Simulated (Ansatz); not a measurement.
Crystal: CdF2.

```
Cd F
1.0
     0.00000    2.69400    2.69400
     2.69400    0.00000    2.69400
     2.69400    2.69400    0.00000
Cd F
1 2
Cartesian
  0.0000 0.0000 0.0000
  4.0410 4.0410 4.0410
  1.3470 1.3470 1.3470
```

Program: Ansatz 0.2.0. Alike in all runs: potentials or basis all-electron LAPW, scalar-relativistic; no spin polarisation; cell as given; smearing fermi-dirac 0.05 eV.

Question: Order these runs on this cell by their pressure, lowest first.
A. level PBEsol; k mesh 7 × 7 × 7; cutoff (eV) 293; basis error allowed 0.002 eV/atom
B. level LDA; k mesh 9 × 9 × 9; cutoff (eV) 292; basis error allowed 0.002 eV/atom
C. level PBE; k mesh 9 × 9 × 9; cutoff (eV) 317; basis error allowed 0.001 eV/atom

Answer: B (-5.7 GPa), A (-0.2 GPa), C (5.4 GPa).

Not every run made on this cell is shown here.
